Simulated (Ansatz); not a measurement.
## Contact densities of In against volume

```
In
1.0
     0.00000    3.36477    3.36477
     3.36477    0.00000    3.36477
     3.36477    3.36477    0.00000
In
2
Direct
  0.00000 0.00000 0.00000
  0.25000 0.25000 0.25000
```

Atoms are numbered in the order listed.

The cell was built from the diamond type and relaxed in the same program, and has space group Fd-3m; it needn't be a known or the stable phase.

No spin–orbit coupling, which matters for the heavy atoms here.

Computed with Ansatz 0.2.0, DFT, PBE, all-electron PAW with datasets made for the crystal, scalar-relativistic.

Settings: a Γ-centred 9×9×9 k mesh, Fermi–Dirac smearing of 0.05 eV, cutoff 240 eV (chosen by the program for this cell), no spin polarisation.

The contact density is the mean electron density over the nuclear volume; its changes follow the s electrons' response to bonding and compression. Changes below are taken from the unscaled cell, where it is 1.13301e+06 e/Å³ at In1.

The datasets are made afresh for each cell, so very small changes are uncertain.

(1) Does compression raise or lower the contact density at In1?

(2) Tabulate the changes with volume.

Answers

(1) It lowers it, by 5.44 e/Å³ over the whole range.

(2) 
| V/V(cell) | P (GPa) | Δρ(0) In1 (e/Å³) |
| --- | --- | --- |
| 0.9405 | 1.6 | -2.53 |
| 1.0000 | 0.0 | 0.00 |
| 1.0600 | -1.1 | 2.91 |
